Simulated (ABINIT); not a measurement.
Crystal: Ta2H.

```xyz
3
Lattice="1.7205 -2.3715 0.0000 1.7205 2.3715 0.0000 0.0000 0.0000 4.7586" Properties=species:S:1:pos:R:3 pbc="T T T"
Ta    0.8602   -1.1857    3.4996
Ta    0.8602    1.1857    1.2590
H     0.0000    0.0000    0.0000
```

The cell comes from a database or a generator and needn't be the stable form of this composition.

| Quantity | Value |
| --- | --- |
| Program | ABINIT 10.8.3 (patched build) |
| Task | relaxation of cell and atoms |
| Functional | PBEsol |
| Potentials or basis | PseudoDojo NC SR PBEsol v0.4.1 standard |
| Cutoff | 980 eV |
| k mesh | 8 × 8 × 4 |
| Occupations | fermi-dirac, width 0.05 eV |
| Spin | no spin polarisation |

At the start: pressure -3.9 GPa; volume 12.94 Å³/atom.

Task: Where does the relaxation end?

Result: Over 9 steps the energy falls by 5.7 meV/atom and the volume is 12.66 Å³/atom (-2.2 %); space group C222 (No. 21, to 0.05 Å).

The path:
| step | energy change (eV) | largest force (eV/Å) | pressure (GPa) | volume (Å³) |
| --- | --- | --- | --- | --- |
| 1 | 0.0000 | 0.0554 | -3.95 | 38.83 |
| 2 | -0.0095 | 0.0651 | -1.55 | 38.36 |
| 3 | -0.0135 | 0.0597 | 0.47 | 37.97 |
| 4 | -0.0150 | 0.0446 | 0.77 | 37.90 |
| 5 | -0.0168 | 0.0036 | 0.55 | 37.89 |
| 6 | -0.0170 | 0.0022 | 0.15 | 37.95 |
| 7 | -0.0170 | 0.0020 | 0.00 | 37.98 |
| 8 | -0.0170 | 0.0015 | 0.00 | 37.98 |
| 9 | -0.0170 | 0.0000 | 0.00 | 37.98 |

Final structure:
```yaml
crystal:
  lattice:
    - [1.68061, -2.36428, 0.00000]
    - [1.68061, 2.36428, 0.00000]
    - [0.00000, 0.00000, 4.77942]
  atoms:
    - { symbol: Ta, position: [0.50000, 0.00000, 0.73659] }
    - { symbol: Ta, position: [0.00000, 0.50000, 0.26341] }
    - { symbol: H, position: [0.00000, 0.00000, 0.00000] }
```
